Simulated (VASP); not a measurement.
Write the native input for VASP 6.6.1 that does the following.

| Quantity | Value |
| --- | --- |
| Task | single point |
| Functional | PBE |
| Potentials or basis | VASP PAW PBE potentials, release 64 (Se_GW, Ca_sv_GW) |
| Cutoff | 450 eV |
| k mesh | 4 × 4 × 4 |
| Occupations | gaussian, width 0.02 eV |
| Spin | no spin polarisation |
| Further INCAR settings | ALGO = Normal; EDIFF = 1e-06; NBANDS = 15 |

The structure of CaSe lies in POSCAR:

```
CaSe
1.0
    0.0000000000      3.3000000000      3.3000000000
    3.3000000000      0.0000000000      3.3000000000
    3.3000000000      3.3000000000      0.0000000000
Se Ca
1 1
Direct
    0.2500000000      0.2500000000      0.2500000000
    0.0000000000      0.0000000000      0.0000000000
```

The cell comes from a database or a generator and needn't be the stable form of this composition.

One way to write it, as run:

INCAR

```
SYSTEM = CaSe
PREC = Accurate ; ENCUT = 450
EDIFF = 1E-6 ; ISMEAR = 0
SIGMA = 0.02 ; LREAL = .FALSE.
LASPH = .TRUE. ; NELM = 60
ALGO = Normal ; ISIF = 2
LWAVE = .FALSE. ; LCHARG = .TRUE.
GGA = PE ; LELF = .TRUE.
LVHAR = .TRUE. ; NBANDS = 15
```

KPOINTS

```
Automatic mesh
0
G
  4 4 4
  0 0 0
```

Potentials or basis: VASP PAW PBE potentials, release 64 (Se_GW, Ca_sv_GW).

Run with:

```bash
$ cat potpaw_PBE.64/Se_GW/POTCAR potpaw_PBE.64/Ca_sv_GW/POTCAR > POTCAR
$ mpirun -np 1 vasp_std > vasp.out
```

Results of the run:

```yaml
Pressure: -0.4 GPa
Band_gap_on_the_k_mesh: 3.14 eV, indirect (least direct gap 3.23 eV)
```

Wall time 11 s on 1 thread of Intel(R) Xeon(R) Platinum 8375C CPU @ 2.90GHz (Ice Lake), on a shared host, peak memory 0.17 GiB.
